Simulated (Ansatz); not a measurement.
**BaTe (rocksalt): zero-pressure volume and bulk modulus with r²SCAN**

One table from this session's results is given with a row withheld; the runs are named, their logs left out.

Computed with Ansatz 0.2.0 (DFT r²SCAN, scalar-relativistic, plane waves, PAW, unless a step's input says otherwise).

## Starting point

Symmetry: Fm-3m, No. 225, cubic system. The conventional cell has a = 6.820 Å, b = 6.820 Å, c = 6.820 Å, α = 90.00°, β = 90.00°, γ = 90.00°. Ba (site symmetry m-3m) has 6 Te at 3.41 Å in its first shell of neighbours. Around Te (site symmetry m-3m) lie 6 Ba at 3.41 Å.

Coordinates:

```xyz
2
Lattice="0.0000 3.4100 3.4100 3.4100 0.0000 3.4100 3.4100 3.4100 0.0000" Properties=species:S:1:pos:R:3 pbc="T T T"
Ba    3.4100    3.4100    3.4100
Te    0.0000    0.0000    0.0000
```

An earlier run on this cell at PBE gave 3.81 GPa at 39.652 Å³/atom (6×6×6 mesh), gap on the mesh 1.43 eV. The cell is compressed at this level.

The first run:

input.yaml reads:

```yaml
crystal:
  lattice:
    - [0.0, 3.409999398, 3.409999398]
    - [3.409999398, 0.0, 3.409999398]
    - [3.409999398, 3.409999398, 0.0]
  atoms:
    - { symbol: Ba, position: [0.5, 0.5, 0.5] }
    - { symbol: Te, position: [0.0, 0.0, 0.0] }
basis:
  ecutwfc: 500
  ecutrho_ratio: 4
kpoints:
  mp_grid: { grid: [6, 6, 6] }
hamiltonian:
  xc: r2scan
scf:
  occupations: { method: gaussian, width: 0.05 }
output:
  forces: true
  stress: true
  eigenvalues: true
```

Started as:

```sh
$ ansatz run input.yaml --threads 4 --pin off --max-ram 8192MiB --backend cpu --events-out ev --progress --plain --runs-dir out
```

Among the steps run: At the given cell; Stepping to 40.723 Å³/atom; Stepping to 44.133 Å³/atom; Stepping to 44.047 Å³/atom; Volume × 0.98 of the new zero; Volume × 1.02 of the new zero; Volume × 0.96 of the new zero; Volume × 1.04 of the new zero.

One table of the session follows, with a row left open; its other results are not shown here.

It belongs to the step «Energy and pressure against volume». 

```
volume (Å³/atom)  energy (meV/atom)  pressure (GPa)
          42.285               7.25            1.37
          43.166                  ?               ?
          44.047               0.00            0.00
          44.928               1.62           -0.58
          45.809               6.27           -1.10
```

**Question.** Estimate the row for volume (Å³/atom) = 43.166.

Worked estimate for «energy (meV/atom)». A straight line through the neighbours (42.285, 7.25) and (44.047, 0.00) gives 7.25 + (0.00 − 7.25) × (43.166 − 42.285) / (44.047 − 42.285) = 3.62; a parabola fitted to 3 rows on both sides gives 1.88.

The run gave: energy (meV/atom): 1.75; pressure (GPa): 0.65. In «energy (meV/atom)» the line misses by +1.87 and the parabola by +0.13.
